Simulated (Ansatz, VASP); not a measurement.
**One calculation of B, two programs**

INCAR

```
  PREC = Accurate
  ENCUT = 520
  EDIFF = 1E-6
  ISMEAR = 0
  SIGMA = 0.1
  LREAL = False
  LASPH = True
  NELM = 100
  ALGO = Normal
  ISIF = 2
  LWAVE = False
  LCHARG = False
  GGA = PE
  NBANDS = 12
```

Contents of KPOINTS:

```
Automatic mesh
0
Gamma
  8 6 6
```

The input POSCAR:

```
B
1.0
    2.4698850000      0.0000000000      0.0000000000
    0.0000000000      2.8746747900      0.0000000000
    0.0000000000      0.0000000000      3.2925882600
B
3
Direct
    0.5000000000      0.5000000000      0.2227449900
    0.5000000000      0.5000000000      0.7772550100
    0.0000000000      0.0000000000      0.5000000000
```

Input for Ansatz:

```yaml
crystal:
  lattice:
    - [2.469885, 0.0, 0.0]
    - [0.0, 2.87467479, 0.0]
    - [0.0, 0.0, 3.29258826]
  atoms:
    - { symbol: B, position: [0.5, 0.5, 0.22274499] }
    - { symbol: B, position: [0.5, 0.5, 0.77725501] }
    - { symbol: B, position: [0.0, 0.0, 0.5] }
basis:
  ecutwfc: 420
kpoints:
  mp_grid: { grid: [8, 6, 6] }
hamiltonian:
  xc: pbe
scf:
  occupations: { method: gaussian, width: 0.1 }
  lower_state_search: "off"
output:
  forces: true
  stress: true
  eigenvalues: true
```

Alike in both runs: task single point; functional PBE; k mesh 8 × 6 × 6; occupations gaussian, width 0.1 eV; no spin polarisation.

|  | VASP | Ansatz |
| --- | --- | --- |
| version | VASP 6.6.1 | Ansatz 0.2.0 |
| potentials or method | VASP PAW PBE potentials, release 64 (B) | scalar-relativistic, plane waves, PAW |
| plane-wave cutoff (eV) | 520 | 420 |
| valence electrons in the cell | 9 | 9 |

Ansatz gave:

| Quantity | Value |
| --- | --- |
| gap on the k mesh at the Fermi level (eV) | none |
| pressure (GPa) | -3.8 |
| largest component of the traceless stress (GPa) | 53.35 |
| rms of the force components (eV/Å) | 3.310 |

Which values does VASP return?

gap on the k mesh at the Fermi level (eV): none; pressure (GPa): -3.9; largest component of the traceless stress (GPa): 53.35; rms of the force components (eV/Å): 3.317.

Atom by atom the forces differ by 0.007 eV/Å (rms over components). A gap of «none» marks a metal or a gap that the smearing closes. With one functional, cell and mesh, what is left measures potentials, basis and numerics.

Caveats: the k mesh is coarse (spacing up to 0.36 Å⁻¹), so the values aren't converged; forces of over 1 eV/Å show positions far from the minimum, so gaps and moduli don't describe the material at rest.
